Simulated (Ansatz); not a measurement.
Set up this calculation in Ansatz 0.2.0, as the native input.

```
Task                : band structure
Functional          : PBEsol
Potentials or basis : all-electron LAPW, scalar-relativistic
Cutoff              : 249 eV (chosen from the basis error)
Basis error allowed : 0.001 eV/atom
k mesh              : 8 × 8 × 8
Occupations         : fermi-dirac, width 0.05 eV
Spin                : no spin polarisation
```

The system is Au.

```
CELL_PARAMETERS angstrom
0.00000 2.03500 2.03500
2.03500 0.00000 2.03500
2.03500 2.03500 0.00000
ATOMIC_POSITIONS crystal
Au 0.00000 0.00000 0.00000
```

The input as run:

input.yaml

```yaml
crystal:
  lattice:
    - [0.0, 2.035, 2.035]
    - [2.035, 0.0, 2.035]
    - [2.035, 2.035, 0.0]
  atoms:
    - { symbol: Au, position: [0.0, 0.0, 0.0] }
kpoints:
  mp_grid: { grid: [8, 8, 8] }
  band_path:
    path:
      - [0.0, 0.0, 0.0]
      - [0.5, 0.0, 0.5]
      - [0.5, 0.25, 0.75]
      - [0.375, 0.375, 0.75]
      - [0.0, 0.0, 0.0]
      - [0.5, 0.5, 0.5]
      - [0.625, 0.25, 0.625]
      - [0.5, 0.25, 0.75]
    npoints: 6
scf:
  occupations: { method: fermi_dirac, width: 0.05 }
hamiltonian:
  xc: pbesol
  pseudopotentials: { kind: all_electron, lapw: { basis_error: 0.001 } }
output:
  forces: true
  stress: true
  eigenvalues: true
```

Potentials or basis: all-electron LAPW, scalar-relativistic.

Command:

```bash
$ ansatz run input.yaml --threads 1 --pin off --max-ram 3072MiB --backend cpu --events-out ev --progress --plain --runs-dir out
```

Results of the run:

The pressure is 2.7 GPa and the band gap along the path is none (metal or under the smearing width).

Caveat: the k mesh is thin for a metal, which can move the energy by tens of meV per atom; spin-orbit coupling is left out, which moves the levels of the heavy elements.

It took 5.1 s on 1 thread of Arm Neoverse V2 (shared host), peak memory 0.23 GiB.
